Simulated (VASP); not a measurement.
Wanted: the native input for a VASP 6.6.1 run.

```
Task                               : band structure
Functional                         : HSE06
Potentials or basis                : VASP PAW PBE potentials, release 64 (Cd, Te)
Cutoff                             : 520 eV
k mesh                             : 4 × 4 × 4
Occupations                        : gaussian, width 0.03 eV
Spin                               : spin-orbit coupling, no magnetisation
Grid for exact exchange (PRECFOCK) : Fast
Screening parameter                : 0.2 1/A
Further INCAR settings             : ALGO = Normal; EDIFF = 1e-07; NBANDS = 32
```

The system is CdTe.

```
CELL_PARAMETERS angstrom
0.00000 3.31114 3.31114
3.31114 0.00000 3.31114
3.31114 3.31114 0.00000
ATOMIC_POSITIONS crystal
Cd 0.00000 0.00000 0.00000
Te 0.25000 0.25000 0.25000
```

The input as run:

POSCAR

```
CdTe                                    
1.0
    0.0000000000      3.3111409339      3.3111409339
    3.3111409339      0.0000000000      3.3111409339
    3.3111409339      3.3111409339      0.0000000000
  Cd              Te            
     1     1
Direct
     0.0000000000000000    0.0000000000000000    0.0000000000000000
     0.2500000000000000    0.2500000000000000    0.2500000000000000
```

INCAR.step1

```
SYSTEM = CdTe
ALGO     = Normal         ! electronic algorithm
EDIFF    = 1E-5           ! SCF threshold, eV
ENCUT    = 520            ! plane-wave cutoff, eV
GGA      = PE             ! functional
GGA_COMPAT= .False.      
ISIF     = 2              ! what is computed and relaxed
ISMEAR   = 0              ! smearing method
LASPH    = .True.         ! aspherical terms in the spheres
LCHARG   = .False.        ! write CHGCAR
LORBIT   = 11             ! projections on sites
LREAL    = .False.        ! projectors in reciprocal space
LSORBIT  = .True.         ! spin-orbit coupling
LWAVE    = .True.         ! write WAVECAR
MAGMOM   = 0 0 0 0 0 0    ! initial moments
NBANDS   = 32             ! bands
NELM     = 80             ! most SCF steps
PREC     = Accurate       ! precision mode
SIGMA    = 0.03           ! smearing width, eV
```

INCAR.step2

```
SYSTEM = CdTe
ALGO     = Normal         ! electronic algorithm
EDIFF    = 1E-7           ! SCF threshold, eV
ENCUT    = 520            ! plane-wave cutoff, eV
GGA      = PE             ! functional
GGA_COMPAT= .False.      
HFSCREEN = 0.2            ! screening, 1/A
ISIF     = 2              ! what is computed and relaxed
ISMEAR   = 0              ! smearing method
ISTART   = 1            
LASPH    = .True.         ! aspherical terms in the spheres
LCHARG   = .False.        ! write CHGCAR
LHFCALC  = .True.         ! exact exchange
LORBIT   = 11             ! projections on sites
LREAL    = .False.        ! projectors in reciprocal space
LSORBIT  = .True.         ! spin-orbit coupling
LWAVE    = .False.        ! write WAVECAR
MAGMOM   = 0 0 0 0 0 0    ! initial moments
NBANDS   = 32             ! bands
NELM     = 80             ! most SCF steps
PREC     = Accurate       ! precision mode
PRECFOCK = Fast         
SIGMA    = 0.03           ! smearing width, eV
```

KPOINTS

```
k-points
0
Gamma
  4 4 4
  0 0 0
```

KPOINTS_OPT

```
explicit points
9
Reciprocal
 0.0000000000  0.0000000000  0.0000000000 1
 0.3750000000  0.3750000000  0.7500000000 1
 0.5000000000  0.5000000000  0.5000000000 1
 0.6250000000  0.2500000000  0.6250000000 1
 0.5000000000  0.2500000000  0.7500000000 1
 0.5000000000  0.0000000000  0.5000000000 1
 0.4000000000  0.0000000000  0.4000000000 1
 0.4250000000  0.0000000000  0.4250000000 1
 0.4500000000  0.0000000000  0.4500000000 1
```

Potentials or basis: VASP PAW PBE potentials, release 64 (Cd, Te).

Command:

```sh
$ cat potpaw_PBE.64/Cd/POTCAR potpaw_PBE.64/Te/POTCAR > POTCAR
$ cp INCAR.step1 INCAR
$ mpirun -np 1 vasp_ncl > vasp.out
$ cp INCAR.step2 INCAR
$ mpirun -np 1 vasp_ncl > vasp.out
```

Results of the run:

| Quantity | Value |
| --- | --- |
| Pressure | -0.8 GPa |
| Valence electrons inside the program's atomic spheres | Cd 10.28; Te 3.53 |

Caveat: the k mesh is coarse (spacing up to 0.41 Å⁻¹), so the values aren't converged, least of all with exact exchange; the PAW data sets were made with another functional, which shifts forces and pressure a little.

Run time: 58 min on 1 thread of AMD EPYC 9R45 96-Core Processor (Zen 5) (shared host), peak memory 0.48 GiB.
